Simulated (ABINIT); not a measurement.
Runs of ABINIT 10.8.3 (patched build) on Zn. The structure is hexagonal, space group P6_3/mmc (No. 194). The conventional cell has a = 2.670 Å, b = 2.670 Å, c = 4.966 Å, α = 90.00°, β = 90.00°, γ = 120.00°. Around Zn (site symmetry -6m2) lie 12 Zn at 2.67 to 2.92 Å. 

```csv
level,gap on the mesh (eV),pressure (GPa)
LDA,none,(b)
RPBE,none,2.4
WC,none,-5.3
AM05,none,-5.8
BLYP,none,5.2
revPBE,none,1.5
r2SCAN,none,(a)
PBE,none,-0.7
```

Alike in all rows: task single point; potentials or basis JTH PAW PBE v2.0; no spin polarisation; cell as given; k mesh 11 × 11 × 6; cutoff (eV) 707; smearing fermi-dirac 0.05 eV.

Estimate the missing entries.

(a) -4.7; (b) -9.2.

Caveats: the PAW data sets were made with another functional, which shifts forces and pressure a little (some runs).

A gap of «none» marks a metal or a gap under the smearing width.
